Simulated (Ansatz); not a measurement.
# AlRu: uniaxial strain along a

The task here is to estimate one member of a computed series from the others.

Program: Ansatz 0.2.0. Level of theory: DFT PBEsol, scalar-relativistic, plane waves, PAW. These are calculated values, not measurements.

**The structure to begin with**

The structure is cubic, space group Pm-3m (No. 221). The conventional cell has a = 2.976 Å, b = 2.976 Å, c = 2.976 Å, α = 90.00°, β = 90.00°, γ = 90.00°. Al (site symmetry m-3m) is surrounded by 8 Ru at 2.58 Å. Ru (site symmetry m-3m) has 8 Al at 2.58 Å as nearest neighbours.

Coordinates:

```
CELL_PARAMETERS angstrom
2.97631 0.00000 0.00000
0.00000 2.97631 0.00000
0.00000 0.00000 2.97631
ATOMIC_POSITIONS crystal
Al 0.00000 0.00000 0.00000
Ru 0.50000 0.50000 0.50000
```

It goes back to an entry of the Materials Project, which need not be the stable form.

It is the result of an earlier relaxation at this level (volume 13.18 Å³/atom; gap on the mesh: none (metal)).

The unstrained cell comes from an earlier run at this level (2 atoms, E(σ→0) -6342.3084 eV, gap none (metal)).

Set-up of the first run:

input.yaml

```yaml
crystal:
  lattice:
    - [2.9316697377, 0.0, 0.0]
    - [0.0, 2.9874756337, 0.0]
    - [0.0, 0.0, 2.9874756337]
  atoms:
    - { symbol: Al, position: [0.0, 0.0, 0.0] }
    - { symbol: Ru, position: [0.5, 0.5, 0.5] }
basis:
  ecutwfc: 420
kpoints:
  mp_grid: { grid: [18, 18, 18] }
hamiltonian:
  xc: pbesol
scf:
  occupations: { method: gaussian, width: 0.1 }
output:
  forces: true
  stress: true
  eigenvalues: true
relax:
  adjacent_minimum: "off"
  f_tol: 0.008
  max_steps: 40
  cell: { stress_tol: 0.015, fix: [a, angles] }
```

Run with:

```console
$ ansatz run input.yaml --threads 1 --pin off --max-ram 2560MiB --backend cpu --events-out ev --progress --plain --runs-dir out
```

Steps of the session up to this table: At -1.5 %; The cell strained by +1.5 %; At -3.0 %; At +3.0 %; At -4.5 %; At +4.5 %.

One of the session's tables, all rows but one given; the rest of the session is left out.

Lengths are those of the vectors of the cell that was run; stresses in GPa:

```
strain (%)  ΔE (meV/atom)  a (Å)  b (Å)  c (Å)
      -4.5           22.3  2.842  3.021  3.021
      -3.0            9.6  2.887  3.005  3.005
      -1.5            2.3  2.932  2.990  2.990
      +0.0            0.0  2.976  2.976  2.976
      +1.5              ?      ?      ?      ?
      +3.0            8.6  3.066  2.949  2.949
      +4.5           18.5  3.110  2.936  2.936
```

**Question.** Estimate the row for strain (%) = +1.5.

Worked estimate for «ΔE (meV/atom)». A straight line through the neighbours (0.0, 0.0) and (3.0, 8.6) gives 0.0 + (8.6 − 0.0) × (1.5 − 0.0) / (3.0 − 0.0) = 4.3; a parabola fitted to 4 rows on both sides gives 2.3.

As computed: ΔE (meV/atom): 2.3; a (Å): 3.021; b (Å): 2.962; c (Å): 2.962. In «ΔE (meV/atom)» the line misses by +2.0 and the parabola by 0.0.

ΔE is over the unstrained cell. Stress in GPa, positive in compression, on the Cartesian axes of the input. 
